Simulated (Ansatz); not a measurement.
# Defect calculation, host Al

Method: Ansatz, DFT PBE, scalar-relativistic, plane waves, PAW. Settings: 420 eV cutoff, 5×5×5 k-mesh, Gaussian smearing of 0.10 eV, collinear spin.

Host crystal, relaxed:

```xyz
1
Lattice="0.0000 2.0208 2.0208 2.0208 0.0000 2.0208 2.0208 2.0208 0.0000" Properties=species:S:1:pos:R:3 pbc="T T T"
Al    0.0000    0.0000    0.0000
```

Supercell of 16 atoms, rows in host cell vectors: 1 1 -3; 1 1 1; 1 -3 1. Atoms relax at the host's cell, keeping the symmetry that the supercell leaves at the site. The cell is small, so energies carry finite-size errors of tenths of an eV. The host is a metal. Atoms are taken from and returned to the elements' standard states.

The defect is a foreign atom on an Al site at (0.000, 0.000, 0.000) of the host cell.

```tsv
charge	E_f at the valence band top (eV)	moment (μB)	largest move (Å)	atoms near the site
0	-0.42	0.55	0.06	12 Al at 2.80 Å
```

Question: Which element is it? Judge by the nearest distance in charge 0 and covalent radii.
A. Si
B. Co
C. Cs
D. Ba
E. N

Answer: B. The nearest neighbour is Al at 2.80 Å, and the summed covalent radii with Al are 3.36 Å for Ba, 2.47 Å for Co, 3.65 Å for Cs, 1.92 Å for N, 2.32 Å for Si, so Co fits best. Bonds can miss such sums by a tenth of an ångström or more.